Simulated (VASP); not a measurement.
## Sr: single point with PBEsol

Crystal: Sr.

```
Sr
1.0
    -2.40967    2.40967    2.40967
     2.40967   -2.40967    2.40967
     2.40967    2.40967   -2.40967
Sr
1
Direct
  0.00000 0.00000 0.00000
```

The cell isn't the ideal one: strained and moved within the space group.

- Program: VASP 6.6.1
- Task: single point
- Functional: PBEsol
- Potentials or basis: VASP PAW PBE potentials, release 64 (Sr_sv)
- Cutoff: 520 eV
- k mesh: 12 × 12 × 12
- Occupations: gaussian, width 0.1 eV
- Spin: no spin polarisation
- Dipole correction: no
- Further INCAR settings: ALGO = Fast; EDIFF = 1e-07; NBANDS = 11

```
Pressure               : -1.0 GPa
Band gap on the k mesh : none (metal or under the smearing width)
```

Levels at points of the mesh, in eV from the Fermi level:
```tsv
k point	band 1	band 2	band 3	band 4	band 5	band 6	band 7	band 8	band 9	band 10
(0.00, 0.00, 0.00)	-36.59	-18.49	-18.49	-18.49	-3.65	2.32	2.32	2.32	3.63	3.63
(0.50, 0.00, 0.00)	-36.58	-18.68	-18.56	-18.49	-1.03	0.19	1.18	3.43	4.11	5.31
(0.50, 0.50, 0.50)	-36.57	-18.63	-18.63	-18.63	-0.13	-0.13	3.51	3.51	3.51	4.92
```

It took 32 s on 1 thread of Intel(R) Xeon(R) 6975P-C (Granite Rapids), with other jobs on the host, peak memory 0.19 GiB.

Caveat: the PAW data sets were made with another functional, which shifts forces and pressure a little.
